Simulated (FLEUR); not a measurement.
# TiC (Fm-3m) in FLEUR: further runs

The runs below take TiC through band structure, equation of state, with LDA.

All numbers are computed with FLEUR MaX-R8.1 (later development tree); they aren't measurements. Logs are shortened: lines on timing, memory, paths and dates and some standing lists are left out, and cuts for length are marked.

### 1 The crystal as given

The structure is cubic, space group Fm-3m (No. 225). The conventional cell has a = 4.331 Å, b = 4.331 Å, c = 4.331 Å, α = 90.00°, β = 90.00°, γ = 90.00°. Around Ti (site symmetry m-3m) lie 6 C at 2.17 Å. Around C (site symmetry m-3m) lie 6 Ti at 2.17 Å.

The cell is a database's computed one.

### 2 Band structure, LDA

inp.xml reads:

```xml
<?xml version="1.0" encoding="UTF-8" standalone="no"?>
<fleurInput fleurInputVersion="0.39">
   <comment>
      TiC                                                                                                 
   </comment>
   <calculationSetup>
      <cutoffs Kmax="4.56" Gmax="14.1" GmaxXC="14.1" numbands="0"/>
      <scfLoop itmax="60" minDistance="0.00001" maxIterBroyd="15" imix="Anderson" alpha="0.05" precondParam="0.0" spinf="2.0" sdNocoIR="T"/>
      <coreElectrons ctail="T" frcor="F" kcrel="0" coretail_lmax="0"/>
      <xcFunctional name="vwn" relativisticCorrections="F"/>
      <magnetism jspins="1"/>
      <soc l_soc="F" theta="0.0" phi="0.0" spav="F"/>
      <expertModes spex="0" secvar="F"/>
      <geometryOptimization l_f="F" forcealpha="1.0" forcemix="BFGS" epsdisp="0.00001" epsforce="0.00001"/>
      <ldaU l_linMix="F" mixParam="0.05" spinf="1.0"/>
   </calculationSetup>
   <cell>
      <bzIntegration valenceElectrons="16.0" mode="hist" fermiSmearingEnergy="0.00183747">
         <kPointListSelection listName="default-1"/>
         <!-- k-points included here -->
         <xi:include xmlns:xi="http://www.w3.org/2001/XInclude" href="kpts.xml"> </xi:include>
      </bzIntegration>
      <!-- symmetry operations included here -->
      <xi:include xmlns:xi="http://www.w3.org/2001/XInclude" href="sym.xml"> </xi:include>
      <bulkLattice scale="1.0">
         <bravaisMatrix>
[... 29 lines left out ...]
            <stateOccupation state="(2p1/2)" spinUp="0.333333" spinDown="0.333333"/>
            <stateOccupation state="(2p3/2)" spinUp="0.666667" spinDown="0.666667"/>
         </electronConfig>
         <energyParameters s="2" p="2" d="3" f="4"/>
         <lo type="SCLO" l="0" n="2" eDeriv="2"/>
         <lo type="SCLO" l="1" n="2" eDeriv="2"/>
         <lo type="SCLO" l="2" n="3" eDeriv="2"/>
      </species>
   </atomSpecies>
   <atomGroups>
      <atomGroup species="Titanium (Ti)">
         <relPos label="                   1">.0000000000 .0000000000 .0000000000</relPos>
         <force calculate="T" relaxXYZ="TTT"/>
      </atomGroup>
      <atomGroup species="Carbon (C)">
         <relPos label="                   2">1.000/2.000 1.000/2.000 1.000/2.000</relPos>
         <force calculate="T" relaxXYZ="TTT"/>
      </atomGroup>
   </atomGroups>
   <output dos="F" band="F" slice="F">
      <checks vchk="F" cdinf="F"/>
      <bandDOS minEnergy="-.5*Htr" maxEnergy="0.5*Htr" sigma="0.015" storeEVData="T"/>
      <vacuumDOS vacdos="F" integ="F" star="F" nstars="0" locx1="0.0" locy1="0.0" locx2="0.0" locy2="0.0" nstm="0" tworkf="0.0"/>
      <unfoldingBand unfoldBand="F" supercellX="1" supercellY="1" supercellZ="1"/>
      <plotting iplot="0" polar="F">
         <plot TwoD="T" vec1="  1.0  0.0  0.0" vec2="  0.0  1.0  0.0" vec3="  0.0  0.0  1.0" zero="  0.0  0.0  0.0" file="plot"/>
      </plotting>
      <chargeDensitySlicing numkpt="0" minEigenval="0.0" maxEigenval="0.0" nnne="0" pallst="F"/>
      <specialOutput eonly="F"/>
      <moessbauerParams electricFieldGradient="T" isomerShift="T" coreHyperfine="T" valenceHyperfine="T"/>
      <magneticCircularDichroism mcd="F" energyLo="-10.0" energyUp="0.0"/>
   </output>
  <!-- We include the file relax.xml here to enable relaxations (see documentation) -->
  <xi:include xmlns:xi="http://www.w3.org/2001/XInclude" href="relax.xml"> <xi:fallback/> </xi:include>
</fleurInput>
```

crystal.txt reads:

```
TiC
&input cartesian=F /
0.0000000000  2.1657188437  2.1657188437
2.1657188437  0.0000000000  2.1657188437
2.1657188437  2.1657188437  0.0000000000
1.8897261246
1.0 1.0 1.0

2
22 0.0000000000  0.0000000000  0.0000000000
6 0.5000000000  0.5000000000  0.5000000000

&kpt div1=11 div2=11 div3=11 gamma=T /
```

inp.xml (bands) reads:

```
<?xml version="1.0" encoding="UTF-8" standalone="no"?>
<fleurInput fleurInputVersion="0.39">
   <comment>
      TiC                                                                                                 
   </comment>
   <calculationSetup>
      <cutoffs Kmax="4.56" Gmax="14.1" GmaxXC="14.1" numbands="0"/>
      <scfLoop itmax="60" minDistance="0.00001" maxIterBroyd="15" imix="Anderson" alpha="0.05" precondParam="0.0" spinf="2.0" sdNocoIR="T"/>
      <coreElectrons ctail="T" frcor="F" kcrel="0" coretail_lmax="0"/>
      <xcFunctional name="vwn" relativisticCorrections="F"/>
      <magnetism jspins="1"/>
      <soc l_soc="F" theta="0.0" phi="0.0" spav="F"/>
      <expertModes spex="0" secvar="F"/>
      <geometryOptimization l_f="F" forcealpha="1.0" forcemix="BFGS" epsdisp="0.00001" epsforce="0.00001"/>
      <ldaU l_linMix="F" mixParam="0.05" spinf="1.0"/>
   </calculationSetup>
   <cell>
      <bzIntegration valenceElectrons="16.0" mode="hist" fermiSmearingEnergy="0.00183747">
         <kPointListSelection listName="path-1"/>
         <!-- k-points included here -->
         <xi:include xmlns:xi="http://www.w3.org/2001/XInclude" href="kpts.xml"> </xi:include>
      </bzIntegration>
      <!-- symmetry operations included here -->
      <xi:include xmlns:xi="http://www.w3.org/2001/XInclude" href="sym.xml"> </xi:include>
      <bulkLattice scale="1.0">
         <bravaisMatrix>
[... 29 lines left out ...]
            <stateOccupation state="(2p1/2)" spinUp="0.333333" spinDown="0.333333"/>
            <stateOccupation state="(2p3/2)" spinUp="0.666667" spinDown="0.666667"/>
         </electronConfig>
         <energyParameters s="2" p="2" d="3" f="4"/>
         <lo type="SCLO" l="0" n="2" eDeriv="2"/>
         <lo type="SCLO" l="1" n="2" eDeriv="2"/>
         <lo type="SCLO" l="2" n="3" eDeriv="2"/>
      </species>
   </atomSpecies>
   <atomGroups>
      <atomGroup species="Titanium (Ti)">
         <relPos label="                   1">.0000000000 .0000000000 .0000000000</relPos>
         <force calculate="T" relaxXYZ="TTT"/>
      </atomGroup>
      <atomGroup species="Carbon (C)">
         <relPos label="                   2">1.000/2.000 1.000/2.000 1.000/2.000</relPos>
         <force calculate="T" relaxXYZ="TTT"/>
      </atomGroup>
   </atomGroups>
   <output dos="F" band="T" slice="F">
      <checks vchk="F" cdinf="F"/>
      <bandDOS minEnergy="-.5*Htr" maxEnergy="0.5*Htr" sigma="0.015" storeEVData="T"/>
      <vacuumDOS vacdos="F" integ="F" star="F" nstars="0" locx1="0.0" locy1="0.0" locx2="0.0" locy2="0.0" nstm="0" tworkf="0.0"/>
      <unfoldingBand unfoldBand="F" supercellX="1" supercellY="1" supercellZ="1"/>
      <plotting iplot="0" polar="F">
         <plot TwoD="T" vec1="  1.0  0.0  0.0" vec2="  0.0  1.0  0.0" vec3="  0.0  0.0  1.0" zero="  0.0  0.0  0.0" file="plot"/>
      </plotting>
      <chargeDensitySlicing numkpt="0" minEigenval="0.0" maxEigenval="0.0" nnne="0" pallst="F"/>
      <specialOutput eonly="F"/>
      <moessbauerParams electricFieldGradient="T" isomerShift="T" coreHyperfine="T" valenceHyperfine="T"/>
      <magneticCircularDichroism mcd="F" energyLo="-10.0" energyUp="0.0"/>
   </output>
  <!-- We include the file relax.xml here to enable relaxations (see documentation) -->
  <xi:include xmlns:xi="http://www.w3.org/2001/XInclude" href="relax.xml"> <xi:fallback/> </xi:include>
</fleurInput>
```

Potentials or basis: all-electron, FLAPW.

Command:

```sh
> inpgen -f crystal.txt -profile fastHighL
> # inp.xml edited to the form shown
> fleur_MPI
> fleur_MPI   # second run, on inp.xml (bands)
```

The log of the run:

```text
Welcome to FLEUR        (www.flapw.de)
      MaX-Release 8.1          (www.max-centre.eu)

 ========== k-point set info ==========
 Selected k-point list: default-1
 k-point list type: mesh
 11 x 11 x 11
 Number of k points: 56

 ------------Calculation Setup---------------------------
 Number of MPI-tasks      :            1
 Number of PE/node        :            1
 Number of OMP-threads    :            1
 Most efficient MPI parallelization for:
           1           2           4           7           8          14          28          56
 Additional eigenvalue parallelization possible
 Number of basis functions:          299
 Approximate size of matrices (H+S) per k-point:         0.001 GB
 --------------------------------------------------------
Nuclear radius smaller than smallest radial mesh point for atom type 2 -- skipping its core isomer shift
Nuclear radius smaller than smallest radial mesh point for atom type 2 -- skipping its isomer shift
 Iteration:     1   Distance:      29.66408366 me/bohr^3
Nuclear radius smaller than smallest radial mesh point for atom type 2 -- skipping its core isomer shift
Nuclear radius smaller than smallest radial mesh point for atom type 2 -- skipping its isomer shift
 Iteration:     2   Distance:      24.02083052 me/bohr^3
Nuclear radius smaller than smallest radial mesh point for atom type 2 -- skipping its core isomer shift
Nuclear radius smaller than smallest radial mesh point for atom type 2 -- skipping its isomer shift
 Iteration:     3   Distance:       8.06386155 me/bohr^3
Nuclear radius smaller than smallest radial mesh point for atom type 2 -- skipping its core isomer shift
Nuclear radius smaller than smallest radial mesh point for atom type 2 -- skipping its isomer shift
 Iteration:     4   Distance:       7.54506226 me/bohr^3
Nuclear radius smaller than smallest radial mesh point for atom type 2 -- skipping its core isomer shift
Nuclear radius smaller than smallest radial mesh point for atom type 2 -- skipping its isomer shift
 Iteration:     5   Distance:       2.16404085 me/bohr^3
Nuclear radius smaller than smallest radial mesh point for atom type 2 -- skipping its core isomer shift
Nuclear radius smaller than smallest radial mesh point for atom type 2 -- skipping its isomer shift
 Iteration:     6   Distance:       2.28524331 me/bohr^3
Nuclear radius smaller than smallest radial mesh point for atom type 2 -- skipping its core isomer shift
Nuclear radius smaller than smallest radial mesh point for atom type 2 -- skipping its isomer shift
 Iteration:     7   Distance:       0.17788684 me/bohr^3
Nuclear radius smaller than smallest radial mesh point for atom type 2 -- skipping its core isomer shift
Nuclear radius smaller than smallest radial mesh point for atom type 2 -- skipping its isomer shift
 Iteration:     8   Distance:       0.34229096 me/bohr^3
Nuclear radius smaller than smallest radial mesh point for atom type 2 -- skipping its core isomer shift
Nuclear radius smaller than smallest radial mesh point for atom type 2 -- skipping its isomer shift
 Iteration:     9   Distance:       0.05561996 me/bohr^3
Nuclear radius smaller than smallest radial mesh point for atom type 2 -- skipping its core isomer shift
Nuclear radius smaller than smallest radial mesh point for atom type 2 -- skipping its isomer shift
 Iteration:    10   Distance:       0.03041642 me/bohr^3
Nuclear radius smaller than smallest radial mesh point for atom type 2 -- skipping its core isomer shift
Nuclear radius smaller than smallest radial mesh point for atom type 2 -- skipping its isomer shift
 Iteration:    11   Distance:       0.00171086 me/bohr^3
Nuclear radius smaller than smallest radial mesh point for atom type 2 -- skipping its core isomer shift
Nuclear radius smaller than smallest radial mesh point for atom type 2 -- skipping its isomer shift
 Iteration:    12   Distance:       0.00038373 me/bohr^3
Nuclear radius smaller than smallest radial mesh point for atom type 2 -- skipping its core isomer shift
Nuclear radius smaller than smallest radial mesh point for atom type 2 -- skipping its isomer shift
 Iteration:    13   Distance:       0.00015341 me/bohr^3
Nuclear radius smaller than smallest radial mesh point for atom type 2 -- skipping its core isomer shift
Nuclear radius smaller than smallest radial mesh point for atom type 2 -- skipping its isomer shift
 Iteration:    14   Distance:       0.00005652 me/bohr^3
Nuclear radius smaller than smallest radial mesh point for atom type 2 -- skipping its core isomer shift
Nuclear radius smaller than smallest radial mesh point for atom type 2 -- skipping its isomer shift
 Iteration:    15   Distance:       0.00001236 me/bohr^3
Nuclear radius smaller than smallest radial mesh point for atom type 2 -- skipping its core isomer shift
Nuclear radius smaller than smallest radial mesh point for atom type 2 -- skipping its isomer shift
 Iteration:    16   Distance:       0.00000971 me/bohr^3

 ********************************************************************
 Run finished successfully
 Stop message:
   all done
 ********************************************************************
```

It took 28 s on 1 thread of Arm Neoverse V2, shared host; peak memory 0.05 GiB.

What came out:

```yaml
Free_energy: -24215.3855 eV
Band_gap_along_the_path: none (metal or under the smearing width)
Valence_electrons_inside_the_program's_atomic_spheres: Ti 9.95; C 2.81 (radii Ti 2.15, C 1.64 bohr)
```

Levels at the corners of the path, in eV from the Fermi level:
| point | band 5 | band 6 | band 7 | band 8 | band 9 | band 10 | band 11 | band 12 |
| --- | --- | --- | --- | --- | --- | --- | --- | --- |
| Γ | -12.28 | 0.58 | 0.58 | 0.58 | 1.64 | 1.64 | 1.64 | 1.67 |
| X | -9.98 | -3.42 | -1.72 | -0.06 | -0.06 | 2.68 | 3.43 | 3.43 |
| W | -9.37 | -3.17 | -3.17 | -2.75 | 2.71 | 2.71 | 3.43 | 5.13 |
| K | -9.45 | -3.51 | -3.36 | -1.76 | 1.38 | 3.05 | 3.74 | 5.40 |
| Γ | -12.28 | 0.58 | 0.58 | 0.58 | 1.64 | 1.64 | 1.64 | 1.67 |
| L | -8.73 | -5.88 | -2.95 | -2.95 | 2.83 | 2.83 | 4.02 | 8.12 |
| U | -9.45 | -3.51 | -3.36 | -1.76 | 1.38 | 3.05 | 3.74 | 5.40 |
| W | -9.37 | -3.17 | -3.17 | -2.75 | 2.71 | 2.71 | 3.43 | 5.13 |
| L | -8.73 | -5.88 | -2.95 | -2.95 | 2.83 | 2.83 | 4.02 | 8.12 |
| K | -9.45 | -3.51 | -3.36 | -1.76 | 1.38 | 3.05 | 3.74 | 5.40 |
| U | -9.45 | -3.51 | -3.36 | -1.76 | 1.38 | 3.05 | 3.74 | 5.40 |
| X | -9.98 | -3.42 | -1.72 | -0.06 | -0.06 | 2.68 | 3.43 | 3.43 |

Core levels (eV from the Fermi level):
```csv
atom,levels
1 Ti,"1s1/2 -4848.8, 2s1/2 -529.3, 2p1/2 -441.6, 2p3/2 -435.8"
2 C,1s1/2 -261.9
```

[end of part 1 of 2]
